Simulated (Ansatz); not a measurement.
Pressure series of GaN (F-43m)

```yaml
crystal:
  lattice:
    - [2.24914, 2.24914, 0.00000]
    - [-2.24914, 2.24914, 0.00000]
    - [0.00000, 2.24914, 2.24914]
  atoms:
    - { symbol: Ga, position: [0.00000, 0.00000, 0.00000] }
    - { symbol: N, position: [0.25000, 0.75000, 0.50000] }
```

This is the zero-pressure cell under PBEsol. Cell and atoms are relaxed by PAW (default files of Ansatz 0.2.0, cutoff 420 eV, stress met within about 0.05 GPa) at each pressure, in this structure whether or not another phase would take over; P is the pressure reached, less that of this cell. Levels come from PBEsol, all-electron LAPW in Ansatz 0.2.0, with spin-orbit coupling; k mesh 10×10×10, fixed occupations, basis error target 0.5 meV/atom. Conduction levels are in eV over the valence top (at Γ), at fixed fractional wave vectors. Zone-centre phonons come from finite displacements by PAW, without the LO-TO term.

```
P (GPa)    V/V₀      Γ      X      L  T2 TO (cm⁻¹)
  -1.98  1.0108  1.645  3.218  4.525         528.1
   0.00  1.0000  1.714  3.221  4.598         536.7
   1.99       ?      ?      ?      ?             ?
   3.98  0.9800  1.843  3.226  4.736         553.3
   7.02  0.9660  1.934  3.229  4.834         565.2
  10.02  0.9532  2.020  3.232  4.925         576.5
  15.02  0.9336  2.152  3.236  5.068         594.3
```

Task: Fit the third-order Birch-Murnaghan equation to the rows shown.

Result: With f = [(V₀/V)^(2/3) − 1]/2, the normalised pressure F = P/[3f(1 + 2f)^(5/2)] is 188.2 GPa at f = -0.0036, 188.8 GPa at f = 0.0068, 189.3 GPa at f = 0.0117, 189.9 GPa at f = 0.0162, 190.6 GPa at f = 0.0234. The line F = B₀[1 + (3/2)(B′ − 4)f] gives B₀ = 188.4 GPa and B′ = 4.3.

Task: What are the volume deformation potentials and pressure coefficients of these levels at zero pressure?

Result: 

```
level  dE/dlnV (eV)  dE/dP = −(dE/dlnV)/B₀ (meV/GPa)  mean slope up to 4.0 GPa (meV/GPa)
    Γ         -6.38                             33.9                                32.5
    X         -0.25                              1.3                                 1.2
    L         -6.79                             36.0                                34.6
```

dE/dlnV is the slope of a cubic fit in ln V at V₀. The last column is read from two rows and shows how the slope bends with pressure.

Task: What mode Grüneisen parameters follow?

Result: γ = −d ln ω/d ln V at V₀ from a quadratic fit in ln V: T2 1.51.

Task: Fill the row at 1.99 GPa.

Result: The fits give V/V₀ = 0.9897 and Γ = 1.779 eV. Computed: V/V₀ = 0.9897, Γ = 1.780, X = 3.223, L = 4.668, T2 TO (cm⁻¹) = 545.1.

Keep in mind: this zinc-blende form is metastable at ambient conditions; no other phase was computed; many crystals of this kind change structure within this range, and rows or crossings beyond such a change describe a metastable lattice; the frozen-core PAW files of the relaxations were fitted under PBE, their cores solved anew for this functional; semilocal gaps are low, and the spacing of valleys can be off by tenths of an eV; levels are read at fixed fractional k, so an edge that moves off these points is missed.
